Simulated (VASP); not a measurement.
# AlN in VASP: one cell, several levels of theory

What does VASP give for AlN (wurtzite), under +4.0 % strain along z alone, the cell held fixed? Runs: PBE, r2SCAN. The results are then set beside those of Ansatz 0.2.0 for the same cell.

The runs shown are made with VASP 6.6.1. PAW datasets, plane waves. The values are computed, spin-unpolarised, and not measurements.

**1. The cell**

The cell comes from an earlier relaxation with r2SCAN in another program, then strained, with the atoms relaxed again.

It is hexagonal, P6_3mc (No. 186); conventional cell a = 3.107 Å, c = 5.178 Å, 10.82 Å³ an atom. Around Al lie 4 N at 1.91–1.95 Å; around N lie 4 Al at 1.91–1.95 Å.

As a file:

```xyz
4
Lattice="3.1067 0.0000 0.0000 -1.5533 2.6905 0.0000 0.0000 0.0000 5.1777" Properties=species:S:1:pos:R:3 pbc="T T T"
Al    0.0000    1.7937   -0.0024
Al    1.5533    0.8968    2.5865
N     0.0000    1.7937    1.9440
N     1.5533    0.8968    4.5329
```

**2. Single point with PBE**

File INCAR:

```
ENCUT = 520.000000
SIGMA = 0.020000
EDIFF = 1.00e-07
GGA = PE
PREC = Accurate
IBRION = -1
ISIF = 2
ISMEAR = -1
NBANDS = 16
NELM = 120
NSW = 0
LASPH = .TRUE.
LCHARG = .FALSE.
LWAVE = .FALSE.
LREAL = .FALSE.
```

File KPOINTS:

```
KPOINTS created by Atomic Simulation Environment
0
Gamma
12 12 6
0 0 0
```

File KPOINTS_OPT:

```
special points
6
Reciprocal
0.0000000000 0.0000000000 0.0000000000 1
0.5000000000 0.0000000000 0.0000000000 1
0.3333333333 0.3333333333 0.0000000000 1
0.0000000000 0.0000000000 0.5000000000 1
0.5000000000 0.0000000000 0.5000000000 1
0.3333333333 0.3333333333 0.5000000000 1
```

File POSCAR:

```
Al N
 1.0000000000000000
     3.1066937601931870    0.0000000000000000    0.0000000000000000
    -1.5533468800965935    2.6904757181059007    0.0000000000000000
     0.0000000000000000    0.0000000000000000    5.1777352140000001
 Al  N
   2   2
Cartesian
 -0.0000000000000001  1.7936504787372676 -0.0023775009958713
  1.5533468800965937  0.8968252393686338  2.5864901060041290
 -0.0000000000000001  1.7936504787372676  1.9440282062458718
  1.5533468800965937  0.8968252393686338  4.5328958132458723
```

Potentials: the recommended PBE PAW datasets, 16 valence electrons in the neutral cell.

Launch:

```sh
$ mpirun -np 1 vasp_std
```

Standard output, without the iteration lines:

```text
POSCAR found type information on POSCAR AlN
 POSCAR found :  2 types and       4 ions
 LDA part: xc-table for (Slater+PW92), standard interpolation
 POSCAR, INCAR and KPOINTS ok, starting setup
 FFT: planning ... GRIDC
 FFT: planning ... GRID_SOFT
 FFT: planning ... GRID
 WAVECAR not read
 entering main loop
 Start KPOINTS_OPT (optional k-point list driver)
k-point batch [1-6\6]
```

OSZICAR:

```text
N       E                     dE             d eps       ncg     rms          rms(c)
DAV:   1     0.405743530956E+02    0.40574E+02   -0.72744E+03  2432   0.894E+02
DAV:   2    -0.308269796861E+02   -0.71401E+02   -0.64474E+02  3472   0.183E+02
DAV:   3    -0.343447013190E+02   -0.35177E+01   -0.35043E+01  2984   0.419E+01
DAV:   4    -0.343671376547E+02   -0.22436E-01   -0.22435E-01  3104   0.380E+00
DAV:   5    -0.343674372034E+02   -0.29955E-03   -0.29955E-03  3080   0.444E-01    0.120E+01
DAV:   6    -0.297205143007E+02    0.46469E+01   -0.10848E+01  2920   0.235E+01    0.409E+00
DAV:   7    -0.297487489307E+02   -0.28235E-01   -0.64220E-01  2680   0.561E+00    0.290E+00
DAV:   8    -0.297406394055E+02    0.81095E-02   -0.65206E-02  2784   0.233E+00    0.614E-01
DAV:   9    -0.297353881236E+02    0.52513E-02   -0.12705E-02  3232   0.822E-01    0.254E-01
DAV:  10    -0.297360343443E+02   -0.64622E-03   -0.24673E-03  2648   0.308E-01    0.140E-01
DAV:  11    -0.297359417622E+02    0.92582E-04   -0.20281E-04  2928   0.108E-01    0.332E-02
DAV:  12    -0.297359452007E+02   -0.34385E-05   -0.11872E-05  2728   0.274E-02    0.741E-03
DAV:  13    -0.297359449064E+02    0.29424E-06   -0.44995E-06  2912   0.162E-02    0.395E-03
DAV:  14    -0.297359449110E+02   -0.45927E-08   -0.30430E-07  2776   0.459E-03
   1 F= -.29735945E+02 E0= -.29735945E+02  d E =-.206259E-10
       N       E                     dE             ncg
DAV:   1     0.191601798040E+04   -0.23689E+04      192
DAV:   2     0.150931415372E+04   -0.40670E+03      248
DAV:   3     0.149070915526E+04   -0.18605E+02      272
DAV:   4     0.149057016621E+04   -0.13899E+00      216
DAV:   5     0.149056803668E+04   -0.21295E-02      256
DAV:   6     0.149056798552E+04   -0.51166E-04      224
DAV:   7     0.149056798407E+04   -0.14491E-05      256
DAV:   8     0.149056798403E+04   -0.41443E-07      208
```

The lines after F= are the extra pass for the points of KPOINTS_OPT, at fixed density; their E is not a total energy.

OUTCAR, selected sections:

```text
k-points           NKPTS =     76   k-points in BZ     NKDIM =     76   number of bands    NBANDS=     16

   NELECT =      16.0000    total number of electrons

   dimension x,y,z NGX =    24 NGY =   24 NGZ =   40
   dimension x,y,z NGXF=    48 NGYF=   48 NGZF=   80

  energy-cutoff  :      520.00
  volume of cell :       43.28
      direct lattice vectors                 reciprocal lattice vectors
     3.106693760  0.000000000  0.000000000     0.321885605  0.185840741  0.000000000
    -1.553346880  2.690475718  0.000000000     0.000000000  0.371681481  0.000000000
     0.000000000  0.000000000  5.177735214     0.000000000  0.000000000  0.193134635

 k-points in reciprocal lattice and weights: KPOINTS created by Atomic Simulation Env
   0.00000000  0.00000000  0.00000000       0.001
   0.08333333 -0.00000000  0.00000000       0.007
   0.16666667 -0.00000000  0.00000000       0.007
   0.25000000 -0.00000000  0.00000000       0.007
   0.33333333 -0.00000000  0.00000000       0.007
   0.41666667 -0.00000000  0.00000000       0.007
   0.50000000 -0.00000000  0.00000000       0.003
   0.08333333  0.08333333  0.00000000       0.007
[... 68 more k-points ...]

 E-fermi :   6.0900

 k-point     1 :       0.0000    0.0000    0.0000
  band No.  band energies     occupation
      1      -9.1572      2.00000
      2      -7.2739      2.00000
      3      -0.1617      2.00000
      4       5.1648      2.00000
      5       5.1648      2.00000
      6       5.5929      2.00000
      7       5.7036      2.00000
      8       5.7036      2.00000
      9       9.6401      0.00000
     10      12.5385      0.00000
     11      15.8693      0.00000
     12      17.0923      0.00000
     13      17.0923      0.00000
     14      17.8457      0.00000
     15      18.8586      0.00000
     16      18.8586      0.00000

 k-point     2 :       0.0833   -0.0000    0.0000
  band No.  band energies     occupation
      1      -9.0694      2.00000
      2      -7.2197      2.00000
      3      -0.0552      2.00000
      4       4.7440      2.00000
      5       5.0512      2.00000
      6       5.2692      2.00000
      7       5.5660      2.00000
      8       5.6823      2.00000
      9      10.0608      0.00000
     10      12.9146      0.00000
     11      15.5468      0.00000
     12      16.4748      0.00000
     13      17.3393      0.00000
     14      17.9499      0.00000
     15      18.5769      0.00000
     16      18.9015      0.00000

 k-point     3 :       0.1667   -0.0000    0.0000
  band No.  band energies     occupation
      1      -8.8137      2.00000
      2      -7.0698      2.00000
      3       0.2586      2.00000
      4       3.7184      2.00000
      5       4.3670      2.00000
      6       4.7832      2.00000
      7       5.4674      2.00000
      8       5.5966      2.00000
      9      10.9053      0.00000
     10      13.6182      0.00000
     11      14.6292      0.00000
     12      15.6106      0.00000
     13      17.6706      0.00000
     14      17.9356      0.00000
     15      18.0921      0.00000
     16      18.5584      0.00000

 k-point     4 :       0.2500   -0.0000    0.0000
  band No.  band energies     occupation
      1      -8.4169      2.00000
      2      -6.8657      2.00000
      3       0.7600      2.00000
      4       2.5276      2.00000
      5       3.3794      2.00000
      6       4.4733      2.00000
      7       5.2552      2.00000
      8       5.4541      2.00000
      9      11.6600      0.00000
     10      13.3303      0.00000
     11      13.6630      0.00000
     12      15.8209      0.00000
     13      17.2270      0.00000
     14      17.4103      0.00000
     15      17.6233      0.00000
     16      19.1568      0.00000

 k-point     5 :       0.3333   -0.0000    0.0000
  band No.  band energies     occupation
      1      -7.9330      2.00000
      2      -6.6815      2.00000
      3       1.3600      2.00000
      4       1.5170      2.00000
      5       2.4977      2.00000
      6       4.2025      2.00000
      7       4.8816      2.00000
      8       5.3030      2.00000
      9      11.8859      0.00000
     10      12.2923      0.00000
     11      13.4700      0.00000
     12      15.9710      0.00000
     13      17.0761      0.00000
     14      17.1339      0.00000
     15      17.5811      0.00000
     16      20.1159      0.00000

[... the tables of k-points 6 to 76 left out ...]

  Total        0.2324004      0.2324004     -2.8390527      0.0000000      0.0000000      0.0000000
  in kB        8.6035974      8.6035974   -105.1033786      0.0000000      0.0000000      0.0000000
  external PRESSURE =     -29.2987280 kB  Pullay stress =       0.0000000 kB

 POSITION                                       TOTAL-FORCE (eV/Angst)
 -----------------------------------------------------------------------------------
      0.00000      1.79365      5.17536        -0.000000      0.000000      0.022986
      1.55335      0.89683      2.58649         0.000000     -0.000000      0.022986
      0.00000      1.79365      1.94403        -0.000000     -0.000000     -0.022986
      1.55335      0.89683      4.53290         0.000000     -0.000000     -0.022986
 -----------------------------------------------------------------------------------
    total drift:                               -0.000000     -0.000000      0.000480

  FREE ENERGIE OF THE ION-ELECTRON SYSTEM (eV)
  ---------------------------------------------------
  free  energy   TOTEN  =       -29.7359449110 eV

  energy  without entropy=      -29.7359449110  energy(sigma->0) =      -29.73594491
```

Hardware: 1 MPI rank of Intel Xeon Platinum 8488C, shared host.

The levels at the points of KPOINTS_OPT are read from vasprun.xml.

Levels at the named points, in eV from the top of band v (v: the last filled band by count, c: the next):

| point | v−1 | v | c | c+1 |
| --- | --- | --- | --- | --- |
| Γ | 0.00 | 0.00 | 3.94 | 6.83 |
| M | -1.67 | -0.55 | 5.55 | 5.99 |
| K | -2.23 | -2.23 | 4.92 | 8.37 |
| A | -0.28 | -0.28 | 6.38 | 6.38 |
| L | -1.21 | -1.21 | 5.15 | 5.15 |
| H | -0.84 | -0.84 | 7.20 | 7.20 |

The PBE gap is 3.94 eV, direct at Γ. The pressure is -2.93 GPa, and the largest force is 0.023 eV/Å, on atom 1 (Al).

**3. r2SCAN**

File INCAR:

```
ENCUT = 520.000000
SIGMA = 0.010000
EDIFF = 1.00e-07
ALGO = Normal
METAGGA = R2SCAN
PREC = Accurate
IBRION = -1
ISIF = 2
ISMEAR = 0
NBANDS = 16
NELM = 120
NSW = 0
LASPH = .TRUE.
LCHARG = .FALSE.
LWAVE = .FALSE.
LREAL = .FALSE.
```

KPOINTS is that of step 2.

KPOINTS_OPT is that of step 2.

POSCAR is that of step 2.

Launch:

```sh
$ mpirun -np 1 vasp_std
```

Printed to the terminal (iteration lines stand in OSZICAR):

```text
POSCAR found type information on POSCAR AlN
 POSCAR found :  2 types and       4 ions
 -----------------------------------------------------------------------------
|                                                                             |
|                                                                             |
|     You enforced a specific xc type in the INCAR file but a different       |
|     I HOPE YOU KNOW WHAT YOU ARE DOING!                                     |
|                                                                             |
 -----------------------------------------------------------------------------

 LDA part: xc-table for (None), standard interpolation
 POSCAR, INCAR and KPOINTS ok, starting setup
 FFT: planning ... GRIDC
 FFT: planning ... GRID_SOFT
 FFT: planning ... GRID
 WAVECAR not read
 entering main loop
 Start KPOINTS_OPT (optional k-point list driver)
k-point batch [1-6\6]
```

OSZICAR:

```text
N       E                     dE             d eps       ncg     rms          rms(c)
DAV:   1     0.305628559230E+02    0.30563E+02   -0.75285E+03  2432   0.926E+02
DAV:   2    -0.433022065067E+02   -0.73865E+02   -0.66674E+02  3480   0.190E+02
DAV:   3    -0.469485310788E+02   -0.36463E+01   -0.36325E+01  3008   0.435E+01
DAV:   4    -0.469729430724E+02   -0.24412E-01   -0.24410E-01  3104   0.404E+00
DAV:   5    -0.469732887216E+02   -0.34565E-03   -0.34565E-03  3096   0.486E-01    0.123E+01
DAV:   6    -0.380541580912E+02    0.89191E+01   -0.83508E+00  2792   0.201E+01    0.501E+00
DAV:   7    -0.383332789893E+02   -0.27912E+00   -0.11181E+00  3000   0.692E+00    0.331E+00
DAV:   8    -0.383827748908E+02   -0.49496E-01   -0.73090E-02  2536   0.273E+00    0.865E-01
DAV:   9    -0.383742377068E+02    0.85372E-02   -0.19425E-02  3192   0.111E+00    0.185E-01
DAV:  10    -0.383747634093E+02   -0.52570E-03   -0.20651E-03  2800   0.305E-01    0.108E-01
DAV:  11    -0.383747003998E+02    0.63009E-04   -0.16119E-04  3032   0.104E-01    0.237E-02
DAV:  12    -0.383746986539E+02    0.17459E-05   -0.11584E-05  2736   0.284E-02    0.521E-03
DAV:  13    -0.383746959837E+02    0.26702E-05   -0.23911E-06  3176   0.118E-02    0.281E-03
DAV:  14    -0.383746957129E+02    0.27087E-06   -0.19435E-07  2128   0.384E-03    0.920E-04
DAV:  15    -0.383746958826E+02   -0.16977E-06   -0.12042E-08  1520   0.949E-04    0.212E-04
DAV:  16    -0.383746958866E+02   -0.39777E-08   -0.94710E-10  1400   0.264E-04
   1 F= -.38374696E+02 E0= -.38374696E+02  d E =-.195775E-60
       N       E                     dE             ncg
DAV:   1     0.189067551851E+04   -0.23942E+04      192
DAV:   2     0.146328938818E+04   -0.42739E+03      256
DAV:   3     0.144424054714E+04   -0.19049E+02      280
DAV:   4     0.144409737233E+04   -0.14317E+00      208
DAV:   5     0.144409489360E+04   -0.24787E-02      256
DAV:   6     0.144409482765E+04   -0.65958E-04      232
DAV:   7     0.144409482561E+04   -0.20354E-05      256
DAV:   8     0.144409482555E+04   -0.64963E-07      208
```

OUTCAR, selected sections:

```text
k-points           NKPTS =     76   k-points in BZ     NKDIM =     76   number of bands    NBANDS=     16

   NELECT =      16.0000    total number of electrons

   dimension x,y,z NGX =    24 NGY =   24 NGZ =   40
   dimension x,y,z NGXF=    48 NGYF=   48 NGZF=   80

  energy-cutoff  :      520.00
  volume of cell :       43.28
      direct lattice vectors                 reciprocal lattice vectors
     3.106693760  0.000000000  0.000000000     0.321885605  0.185840741  0.000000000
    -1.553346880  2.690475718  0.000000000     0.000000000  0.371681481  0.000000000
     0.000000000  0.000000000  5.177735214     0.000000000  0.000000000  0.193134635

 k-points in reciprocal lattice and weights: KPOINTS created by Atomic Simulation Env
   0.00000000  0.00000000  0.00000000       0.001
   0.08333333 -0.00000000  0.00000000       0.007
   0.16666667 -0.00000000  0.00000000       0.007
   0.25000000 -0.00000000  0.00000000       0.007
   0.33333333 -0.00000000  0.00000000       0.007
   0.41666667 -0.00000000  0.00000000       0.007
   0.50000000 -0.00000000  0.00000000       0.003
   0.08333333  0.08333333  0.00000000       0.007
[... 68 more k-points ...]

 E-fermi :   5.5448

 k-point     1 :       0.0000    0.0000    0.0000
  band No.  band energies     occupation
      1     -10.1921      2.00000
      2      -8.3417      2.00000
      3      -0.4807      2.00000
      4       4.8834      2.00000
      5       4.8834      2.00000
      6       5.3220      2.00000
      7       5.4314      2.00000
      8       5.4314      2.00000
      9      10.0354      0.00000
     10      13.1038      0.00000
     11      16.5604      0.00000
     12      17.6893      0.00000
     13      17.6893      0.00000
     14      18.5061      0.00000
     15      19.5340      0.00000
     16      19.5340      0.00000

 k-point     2 :       0.0833   -0.0000    0.0000
  band No.  band energies     occupation
      1     -10.1041      2.00000
      2      -8.2878      2.00000
      3      -0.3722      2.00000
      4       4.4656      2.00000
      5       4.7678      2.00000
      6       5.0073      2.00000
      7       5.2947      2.00000
      8       5.4102      2.00000
      9      10.4507      0.00000
     10      13.4860      0.00000
     11      16.1926      0.00000
     12      17.0591      0.00000
     13      17.9531      0.00000
     14      18.6230      0.00000
     15      19.2658      0.00000
     16      19.5609      0.00000

 k-point     3 :       0.1667   -0.0000    0.0000
  band No.  band energies     occupation
      1      -9.8485      2.00000
      2      -8.1396      2.00000
      3      -0.0525      2.00000
      4       3.4381      2.00000
      5       4.1006      2.00000
      6       4.4948      2.00000
      7       5.1950      2.00000
      8       5.3239      2.00000
      9      11.3118      0.00000
     10      14.2002      0.00000
     11      15.1706      0.00000
     12      16.2023      0.00000
     13      18.3704      0.00000
     14      18.6092      0.00000
     15      18.7313      0.00000
     16      19.1193      0.00000

 k-point     4 :       0.2500   -0.0000    0.0000
  band No.  band energies     occupation
      1      -9.4535      2.00000
      2      -7.9387      2.00000
      3       0.4574      2.00000
      4       2.2346      2.00000
      5       3.0947      2.00000
      6       4.1786      2.00000
      7       4.9819      2.00000
      8       5.1795      2.00000
      9      12.0981      0.00000
     10      13.7918      0.00000
     11      14.2074      0.00000
     12      16.5019      0.00000
     13      17.8633      0.00000
     14      18.0977      0.00000
     15      18.1954      0.00000
     16      19.8526      0.00000

 k-point     5 :       0.3333   -0.0000    0.0000
  band No.  band energies     occupation
      1      -8.9758      2.00000
      2      -7.7584      2.00000
      3       1.0766      2.00000
      4       1.2005      2.00000
      5       2.1954      2.00000
      6       3.9020      2.00000
      7       4.6099      2.00000
      8       5.0256      2.00000
      9      12.3289      0.00000
     10      12.7070      0.00000
     11      14.0138      0.00000
     12      16.6464      0.00000
     13      17.6132      0.00000
     14      17.8757      0.00000
     15      18.2417      0.00000
     16      20.9225      0.00000

[... the tables of k-points 6 to 76 left out ...]

  Total       -1.0009236     -1.0009236     -4.2071850      0.0000000      0.0000000     -0.0000000
  in kB      -37.0547728    -37.0547728   -155.7524289      0.0000000      0.0000000     -0.0000000
  external PRESSURE =     -76.6206581 kB  Pullay stress =       0.0000000 kB

 POSITION                                       TOTAL-FORCE (eV/Angst)
 -----------------------------------------------------------------------------------
      0.00000      1.79365      5.17536        -0.000000     -0.000000      0.001011
      1.55335      0.89683      2.58649         0.000000      0.000000      0.001011
      0.00000      1.79365      1.94403         0.000000     -0.000000     -0.001011
      1.55335      0.89683      4.53290         0.000000     -0.000000     -0.001011
 -----------------------------------------------------------------------------------
    total drift:                               -0.000000     -0.000000     -0.012640

  FREE ENERGIE OF THE ION-ELECTRON SYSTEM (eV)
  ---------------------------------------------------
  free  energy   TOTEN  =       -38.3746958866 eV

  energy  without entropy=      -38.3746958866  energy(sigma->0) =      -38.37469589
```

Hardware: 1 MPI rank of Intel Xeon Platinum 8488C, shared host.

The levels at the points of KPOINTS_OPT are read from vasprun.xml.

Band energies at the special points (eV, zero at the top of v, the last band that the electrons fill by count):

| point | v−1 | v | c | c+1 |
| --- | --- | --- | --- | --- |
| Γ | 0.00 | 0.00 | 4.60 | 7.67 |
| M | -1.66 | -0.56 | 6.18 | 6.71 |
| K | -2.25 | -2.25 | 5.54 | 9.16 |
| A | -0.28 | -0.28 | 7.12 | 7.12 |
| L | -1.23 | -1.23 | 5.82 | 5.82 |
| H | -0.85 | -0.85 | 7.90 | 7.90 |

r2SCAN gives a direct gap of 4.60 eV at Γ. Pressure: -7.66 GPa; the forces vanish within 0.01 eV/Å.

**4. What came out**

| level | gap (eV) | pressure (GPa) | Ansatz: gap (eV) | Ansatz: pressure (GPa) |
| --- | --- | --- | --- | --- |
| PBE | 3.94 | -2.93 | 3.93 | -2.66 |
| r2SCAN | 4.60 | -7.66 | 4.57 | -7.27 |

In words: The gap runs from 3.94 eV (PBE) to 4.60 eV (r2SCAN). The pressure is highest with PBE (-2.9 GPa) and lowest with r2SCAN (-7.7 GPa), which orders the cells that they would relax to. The two programs agree on the gap within 0.05 eV, far less than the spread between functionals. The two codes have different PAW datasets and cutoffs.
